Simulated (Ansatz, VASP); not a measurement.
# One calculation of TaN, two programs

```xyz
2
Lattice="2.9243 0.0000 0.0000 -1.4621 2.5325 0.0000 0.0000 0.0000 2.8702" Properties=species:S:1:pos:R:3 pbc="T T T"
Ta    0.0000    1.6883    1.4351
N     0.0000    0.0000    0.0000
```

Alike in both runs: functional PBEsol; k mesh 18 × 18 × 14; occupations fermi-dirac, width 0.15 eV; no spin polarisation.

Ansatz relaxed the structure, and its values are those at the end. VASP's run is a single point on that final structure, the one shown.

|  | VASP | Ansatz |
| --- | --- | --- |
| version | VASP 6.6.1 | Ansatz 0.2.0 |
| potentials or method | VASP PAW PBE potentials, release 64 (Ta_pv, N) | scalar-relativistic, plane waves, PAW |
| plane-wave cutoff (eV) | 520 | 420 |
| valence electrons in the cell | 16 | 18 |

```tsv
	VASP	Ansatz	Ansatz less VASP
gap on the k mesh at the Fermi level (eV)	none	none	-
pressure (GPa)	0.9	0.0	-0.85
```

A gap of «none» marks a metal or a gap that the smearing closes. The two sets of potentials don't hold the same shells in valence.

Caveats: the PAW data sets were made with another functional, which shifts forces and pressure a little (VASP). The runs have no spin-orbit coupling, so splittings on Ta are missing.
